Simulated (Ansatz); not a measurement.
## What a change of settings does: CdS

First run: DFT, PBEsol, PAW with Ansatz's default frozen-core files, scalar-relativistic (Ansatz 0.2.0).

Command: `ansatz run input.yaml --threads 1 --pin off --max-ram 2048MiB --backend cpu --events-out ev --progress --plain --runs-dir out` It took 2.2 s on 1 thread of AMD EPYC 7R43 64-Core Processor (Zen 3), with other jobs on the host, peak memory 0.36 GiB.

```yaml
crystal:
  lattice:
    - [0.0, 2.4112243722, 2.4112243722]
    - [2.4112243722, 0.0, 2.4112243722]
    - [2.4112243722, 2.4112243722, 0.0]
  atoms:
    - { symbol: Cd, position: [0.0, 0.0, 0.0] }
    - { symbol: S, position: [0.75, 0.75, 0.75] }
kpoints:
  mp_grid: { grid: [8, 8, 8] }
  band_path:
    path:
      - [0.0, 0.0, 0.0]
      - [-0.5, -0.5, 0.0]
      - [-0.375, -0.375, 0.25]
      - [-0.375, 0.0, 0.375]
      - [0.0, 0.0, 0.0]
      - [0.0, 0.0, 0.5]
      - [-0.5, -0.25, 0.25]
      - [-0.5, -0.5, 0.0]
    npoints: 6
scf:
  occupations: { method: fermi_dirac, width: 0.03 }
hamiltonian:
  xc: pbesol
  pseudopotentials: { kind: paw }
output:
  forces: true
  stress: true
  eigenvalues: true
  populations: true
```

The base volume is that of a database entry, with shape and atoms relaxed on PAW files at held volume, so it needn't be at zero pressure; the structure needn't be the stable phase, at rest or compressed.

This run: volume at 0.55 of the series' base cell.

It converges in 6 SCF iterations at a pressure of 127.0 GPa, cutoff 420 eV.

The input is then changed:

```diff
 scf:
-  occupations: { method: fermi_dirac, width: 0.03 }
+  occupations: { method: tetrahedron_uncorrected }
 hamiltonian:
```

Q: Predict the outcome of the changed run.

A: It converges in 6 SCF iterations, cutoff 420 eV, free energy 0.0 meV/atom against the first run's.
